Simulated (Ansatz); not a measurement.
**AgBr (Fm-3m): elasticity against pressure**

```
CELL_PARAMETERS angstrom
0.00000 2.83770 2.83770
2.83770 0.00000 2.83770
2.83770 2.83770 0.00000
ATOMIC_POSITIONS crystal
Ag 0.00000 0.00000 0.00000
Br 0.50000 0.50000 0.50000
```

This is the zero-pressure cell. At each pressure cell and atoms are relaxed in this structure, and the constants are slopes of the stress at strains of ±0.005 with relaxed ions (the coefficients that govern stability under load). Level: PBEsol, PAW on Ansatz 0.2.0's default frozen-core files (fitted under PBE), scalar-relativistic; k mesh 8×8×8, strains of ±0.005, fixed occupations, cutoff 420 eV. P is the pressure of the relaxed cell, less that of this one.

| P (GPa) | V/V₀ | C11 (GPa) | C12 (GPa) | C44 (GPa) |
| --- | --- | --- | --- | --- |
| 0.00 | 1.0000 | 77.5 | 39.5 | 6.9 |
| 1.02 | 0.9816 | 87.7 | 42.5 | 6.4 |
| 2.03 | 0.9652 | 97.7 | 45.4 | 5.9 |
| 4.01 | 0.9375 | 116.7 | 50.9 | 4.9 |
| 7.01 | 0.9029 | 144.5 | 58.8 | 3.3 |
| 10.03 | ? | ? | ? | ? |
| 15.03 | 0.8364 | 215.1 | 78.6 | -0.9 |

Problem. Does the bulk modulus from the constants agree with the pressure-volume curve?

Solution. A third-order Birch-Murnaghan fit to the volumes shown (F against f, f = [(V₀/V)^(2/3) − 1]/2) gives B₀ = 52.2 GPa and B′ = 5.3. Its −V dP/dV stands beside (C11 + 2C12)/3:

```csv
P (GPa),from P(V),from the constants
0.00,52.2,52.2
1.02,57.6,57.6
2.03,62.8,62.9
4.01,72.7,72.8
7.01,87.3,87.4
15.03,124.4,124.1
```

Problem. What are the pressure derivatives at zero pressure?

Solution. Slopes at V₀ of quadratic fits in −ln(V/V₀) through the first four rows shown, divided by B₀: dC11/dP = 10.1, dC12/dP = 3.0, dC44/dP = -0.5. The mean slopes up to 2.0 GPa are 9.9, 2.9, -0.5; curvature and scatter of the constants part the two. The combination (dC11/dP + 2 dC12/dP)/3 = 5.4 stands against B′.

Problem. Fill the row at 10.03 GPa.

Solution. Cubic fits in −ln(V/V₀) through all rows shown give C11 = 171.6, C12 = 66.5, C44 = 1.7 GPa. Computed: V/V₀ = 0.8744, C11 (GPa) = 171.6, C12 (GPa) = 66.5, C44 (GPa) = 1.7.

Problem. Does a shear stiffness soften?

Solution. C44 goes from 6.9 to -0.9 GPa; (C11 − C12)/2 goes from 19.0 to 68.2 GPa. The lattice turns mechanically unstable between 10.0 and 15.0 GPa, where the matrix gains a negative eigenvalue.

Limits of these numbers: no other phase was computed; many crystals of this kind change structure within this range, and rows or crossings beyond such a change describe a metastable lattice; frozen-core PAW files fitted under PBE, their cores solved anew for the functional of the run; phonons weren't checked at these pressures.
